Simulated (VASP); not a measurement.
# Al2Pt (Fm-3m) in VASP: phonons with PBEsol

Aim: the phonons of Al2Pt with PBEsol.

Program: VASP 6.6.1. These are calculated values, not measurements. Logs are shortened: lines on timing, memory, paths and dates and some standing lists are left out, and cuts for length are marked.

### Step 1. The structure

It takes space group Fm-3m (No. 225, cubic). The conventional cell has a = 5.898 Å, b = 5.898 Å, c = 5.898 Å, α = 90.00°, β = 90.00°, γ = 90.00°. Around Al (site symmetry -43m) lie 4 Pt at 2.55 Å. Around Pt (site symmetry m-3m) lie 8 Al at 2.55 Å.

### Step 2. Phonons, PBEsol

The input, INCAR:

```
SYSTEM = Al2Pt
ALGO = Normal
EDIFF = 1E-8
ENCUT = 520
GGA = PS
IBRION = 8
ISIF = 2
ISMEAR = -1
LASPH = .True.
LCHARG = .False.
LREAL = .False.
LWAVE = .False.
NELM = 100
NSW = 1
PREC = Accurate
SIGMA = 0.15
```

The input, KPOINTS:

```
k-points
0
Gamma
  12 12 12
  0 0 0
```

The input, POSCAR:

```
Al2Pt
1.0
    0.0000000000      2.9487794695      2.9487794695
    2.9487794695      0.0000000000      2.9487794695
    2.9487794695      2.9487794695      0.0000000000
Al Pt
2 1
Direct
    0.2500000000      0.2500000000      0.2500000000
    0.7500000000      0.7500000000      0.7500000000
    0.0000000000      0.0000000000      0.0000000000
```

Potentials or basis: VASP PAW PBE potentials, release 64 (Al, Pt).

The run is started by

```sh
cat potpaw_PBE.64/Al/POTCAR potpaw_PBE.64/Pt/POTCAR > POTCAR
mpirun -np 1 vasp_std > vasp.out
```

OUTCAR:

```text
SYSTEM = Al2Pt
   EDIFF = 1E-8
   ENCUT = 520
   GGA = PS
   IBRION = 8
   ISIF = 2
   ISMEAR = -1
   LASPH = .True.
   LREAL = .False.
   NELM = 100
   NSW = 1
   PREC = Accurate

 ion  position               nearest neighbor table
   1  0.250  0.250  0.250-   3 2.55   3 2.55   3 2.55   3 2.55   2 2.95   2 2.95   2 2.95   2 2.95
                             2 2.95   2 2.95
   2  0.750  0.750  0.750-   3 2.55   3 2.55   3 2.55   3 2.55   1 2.95   1 2.95   1 2.95   1 2.95
                             1 2.95   1 2.95
   3  0.000  0.000  0.000-   2 2.55   2 2.55   2 2.55   1 2.55   2 2.55   1 2.55   1 2.55   1 2.55

  LATTYP: Found a face centered cubic cell.
 ALAT       =     5.8975589390

  Lattice vectors:

 A1 = (   0.0000000000,   2.9487794695,   2.9487794695)
 A2 = (   2.9487794695,   0.0000000000,   2.9487794695)
 A3 = (   2.9487794695,   2.9487794695,   0.0000000000)

Analysis of symmetry for initial positions (statically):
=====================================================================
 Subroutine PRICEL returns:
 Original cell was already a primitive cell.

 Routine SETGRP: Setting up the symmetry group for a
 face centered cubic supercell.

 Subroutine GETGRP returns: Found 48 space group operations
 (whereof 48 operations were pure point group operations)
 out of a pool of 48 trial point group operations.

The static configuration has the point symmetry O_h .

Analysis of symmetry for dynamics (positions and initial velocities):
=====================================================================
 Subroutine PRICEL returns:
 Original cell was already a primitive cell.

 Routine SETGRP: Setting up the symmetry group for a
 face centered cubic supercell.

 Subroutine GETGRP returns: Found 48 space group operations
 (whereof 48 operations were pure point group operations)
 out of a pool of 48 trial point group operations.

The dynamic configuration has the point symmetry O_h .

 Subroutine INISYM returns: Found 48 space group operations
 (whereof 48 operations are pure point group operations),
 and found     1 'primitive' translations
[... 533 lines left out ...]
     2.948779469  2.948779469  0.000000000     0.169561680  0.169561680 -0.169561680

 POSITION                                       TOTAL-FORCE (eV/Angst)
 -----------------------------------------------------------------------------------
      1.47439      1.47439      1.47439        -0.000000     -0.000000     -0.000000
      4.42317      4.42317      4.42317         0.000000      0.000000      0.000000
      0.00000      0.00000      0.00000         0.000000      0.000000      0.000000
 -----------------------------------------------------------------------------------
    total drift:                                0.000000     -0.000000      0.000000

  FREE ENERGIE OF THE ION-ELECTRON SYSTEM (eV)
  ---------------------------------------------------
  free  energy   TOTEN  =       -17.8082547646 eV

  energy  without entropy=      -17.7199940222  energy(sigma->0) =      -17.76412439

[... ionic steps 2 to 9 ...]

--------------------------------------- Ionic step       10  -------------------------------------------

 Free energy of the ion-electron system (eV)
  ---------------------------------------------------
  ---------------------------------------------------
  free energy    TOTEN  =        -0.25638709 eV

  energy without entropy =       -0.25638708

------------------------ aborting loop because EDIFF is reached ----------------------------------------

 INTERNAL STRAIN TENSOR  FOR ION    3  DIRECTION 1   (eV/Angst):
 -----------------------------------------------------------------------------
    -0.01062 -0.00000  0.00000
     0.00000  0.00589  0.00000
     0.00000  0.00000  0.00589

 INTERNAL STRAIN TENSOR FOR ION    3 for displacements in x,y,z  (eV/Angst):
          X           Y           Z          XY          YZ          ZX
  --------------------------------------------------------------------------------
  x     0.00000     0.00000     0.00000     0.00000     0.00000     0.00000
  y     0.00000     0.00000     0.00000     0.00000     0.00000     0.00000
  z     0.00000     0.00000     0.00000     0.00000     0.00000     0.00000

 SECOND DERIVATIVES (NOT SYMMETRIZED)
 ------------------------------------
               1X          1Y          1Z          2X          2Y          2Z          3X          3Y          3Z
  1X    -6.620365    0.000000    0.000000    2.193534   -0.000000   -0.000000    4.426831    0.000000    0.000000
  1Y     0.000000   -6.620365    0.000000   -0.000000    2.193534    0.000000    0.000000    4.426831    0.000000
  1Z     0.000000    0.000000   -6.620365   -0.000000    0.000000    2.193534    0.000000    0.000000    4.426831
  2X     2.193534   -0.000000   -0.000000   -6.620365    0.000000    0.000000    4.426831    0.000000    0.000000
  2Y    -0.000000    2.193534    0.000000    0.000000   -6.620365    0.000000    0.000000    4.426831    0.000000
  2Z    -0.000000    0.000000    2.193534    0.000000    0.000000   -6.620365    0.000000    0.000000    4.426831
  3X     4.425664    0.000000    0.000000    4.425664    0.000000    0.000000   -8.851327    0.000000    0.000000
  3Y     0.000000    4.425664    0.000000    0.000000    4.425664    0.000000    0.000000   -8.851327    0.000000
  3Z     0.000000    0.000000    4.425664    0.000000    0.000000    4.425664    0.000000    0.000000   -8.851327

 Eigenvectors and eigenvalues of the dynamical matrix
 ----------------------------------------------------

   1 f  =    8.935230 THz    56.141709 2PiTHz  298.047206 cm-1    36.953127 meV
             X         Y         Z           dx          dy          dz
      1.474390  1.474390  1.474390     0.133075   -0.534330    0.443601
      4.423169  4.423169  4.423169    -0.133075    0.534330   -0.443601
      0.000000  0.000000  0.000000     0.000000    0.000000    0.000000
[... 43 lines left out ...]
   9 f/i=    0.000389 THz     0.002442 2PiTHz    0.012967 cm-1     0.001608 meV
             X         Y         Z           dx          dy          dz
      1.474390  1.474390  1.474390     0.328951    0.010385   -0.000002
      4.423169  4.423169  4.423169     0.328951    0.010385   -0.000002
      0.000000  0.000000  0.000000     0.884639    0.027929   -0.000005

--------------------------------------------------------------------------------------------------------

 ELASTIC MODULI CONTR FROM IONIC RELAXATION (kBar)
 Direction    XX          YY          ZZ          XY          YZ          ZX
 --------------------------------------------------------------------------------
 XX          -0.0000      0.0000      0.0000      0.0000      0.0000      0.0000
 YY           0.0000     -0.0000      0.0000      0.0000     -0.0000     -0.0000
 ZZ           0.0000      0.0000     -0.0000     -0.0000     -0.0000      0.0000
 XY           0.0000      0.0000     -0.0000   -436.0603     -0.0000      0.0000
 YZ           0.0000     -0.0000     -0.0000     -0.0000   -436.0603     -0.0000
 ZX           0.0000     -0.0000      0.0000      0.0000     -0.0000   -436.0603
 --------------------------------------------------------------------------------
```

OSZICAR:

```text
N       E                     dE             d eps       ncg     rms          rms(c)
DAV:   1     0.500964379044E+02    0.50096E+02   -0.67884E+03  1752   0.114E+03
DAV:   2    -0.165343221126E+02   -0.66631E+02   -0.59529E+02  2060   0.189E+02
DAV:   3    -0.184486340877E+02   -0.19143E+01   -0.18918E+01  2168   0.317E+01
[... 39 lines left out ...]
RMM:  10    -0.256387086010E+00   -0.67395E-07   -0.55129E-09  6739   0.141E-04    0.645E-06
RMM:  11    -0.256387026098E+00    0.59912E-07   -0.46640E-09  6845   0.440E-05    0.433E-06
RMM:  12    -0.256387075688E+00   -0.49589E-07   -0.35391E-09  6902   0.297E-05    0.723E-07
RMM:  13    -0.256387095859E+00   -0.20171E-07   -0.20859E-09  6811   0.245E-05    0.500E-07
RMM:  14    -0.256387086881E+00    0.89776E-08   -0.13183E-09  3593   0.224E-05    0.147E-07
 Linear response finished
```

stdout:

```text
POSCAR found type information on POSCAR AlPt
 POSCAR found :  2 types and       3 ions
 scaLAPACK will be used
 -----------------------------------------------------------------------------
|                                                                             |
|                                                                             |
|     You enforced a specific xc type in the INCAR file but a different       |
|     I HOPE YOU KNOW WHAT YOU ARE DOING!                                     |
|                                                                             |
 -----------------------------------------------------------------------------

 LDA part: xc-table for (Slater+PW92), standard interpolation
 POSCAR, INCAR and KPOINTS ok, starting setup
 FFT: planning ... GRIDC
 FFT: planning ... GRID_SOFT
 FFT: planning ... GRID
 WAVECAR not read
 entering main loop
 Linear response reoptimize wavefunctions to high precision
 Linear response DOF=           2
 Linear response progress:
 first order change of Fermi-energy   0.43609E-05
 force on displaced ion       1 direction 1 :  -6.620   0.000   0.000
 Linear response progress:
 first order change of Fermi-energy   0.24134E-03
 force on displaced ion       3 direction 1 :  -8.851   0.000   0.000
 Linear response finished
```

Run time: 4.1 min. Hardware: 1 thread of Intel Xeon Platinum 8488C (Sapphire Rapids), shared host; peak memory 0.51 GiB.

What came out:

| Property | Result |
| --- | --- |
| Highest phonon frequency at Γ, LO-TO splitting left out | 298 cm⁻¹ |

Phonon frequencies in cm⁻¹ (negative: imaginary):
```csv
q point,frequencies
"(0.000, 0.000, 0.000)",0 0 0 239 239 239 298 298 298
```
